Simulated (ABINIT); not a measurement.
SiO2:

```
Si O
1.0
    -2.47729    2.47729    3.65567
     2.47729   -2.47729    3.65567
     2.47729    2.47729   -3.65567
Si O
2 4
Direct
  0.75000 0.25000 0.50000
  0.00000 0.00000 0.00000
  0.87500 0.02821 0.65321
  0.77821 0.12500 0.15321
  0.97179 0.62500 0.84679
  0.37500 0.22179 0.34679
```

The cell comes from a database or a generator and needn't be the stable form of this composition.

Base run:

```yaml
Program: ABINIT 10.8.3 (patched build)
Functional: PBE
Potentials_or_basis: JTH PAW PBE v2.0
Cutoff: 626 eV
k_mesh: 8 × 8 × 8
Occupations: fermi-dirac, width 0.05 eV
Spin: no spin polarisation
```

Its results: band gap on the k mesh 5.91 eV, direct; pressure 2.7 GPa; largest force 0.141 eV/Å.

**Question.** The run is repeated on the same cell with these changes: functional from PBE to LDA; potentials or basis from JTH PAW PBE v2.0 to JTH PAW LDA v2.0. What comes out?

**Answer.** Band gap on the k mesh 5.68 eV, direct; pressure -2.6 GPa; largest force 0.180 eV/Å.

Caveats: the atomic spheres overlap.
